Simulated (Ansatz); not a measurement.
The system is NiO.

```xyz
2
Lattice="0.0000 2.0859 2.0859 2.0859 0.0000 2.0859 2.0859 2.0859 0.0000" Properties=species:S:1:pos:R:3 pbc="T T T"
Ni    0.0000    0.0000    0.0000
O     2.0859    2.0859    2.0859
```

```yaml
Program: Ansatz 0.2.0
Task: relaxation of cell and atoms
Functional: PBEsol
Dispersion: D3(BJ)
Potentials_or_basis: all-electron LAPW, scalar-relativistic
Basis_error_allowed: 0.001 eV/atom
k_mesh: 11 × 11 × 11
Occupations: fermi-dirac, width 0.05 eV
Spin: collinear spin, ferromagnetic start
Starting_moments: "[1.0, 0.0] μB"
```

At the start: volume 9.08 Å³/atom.

How do energy, volume and symmetry change on relaxing?

Over 5 steps the energy falls by 12.9 meV/atom and the volume is 8.66 Å³/atom (-4.6 %); space group Fm-3m (No. 225, to 0.05 Å); moment 1.30 μB per cell.

The path:
```csv
step,energy change (eV),largest force (eV/Å),volume (Å³)
1,0.0000,0.0000,18.15
2,-0.0187,0.0000,17.74
3,-0.0257,0.0000,17.28
4,-0.0258,0.0000,17.31
5,-0.0258,0.0000,17.31
```

Final structure:
```
Ni O
1.0
     0.00000    2.05318    2.05318
     2.05318    0.00000    2.05318
     2.05318    2.05318    0.00000
Ni O
1 1
Direct
  0.00000 0.00000 0.00000
  0.50000 0.50000 0.50000
```

Caveat: a cell with one magnetic atom can't hold antiferromagnetic order, which such compounds often take.
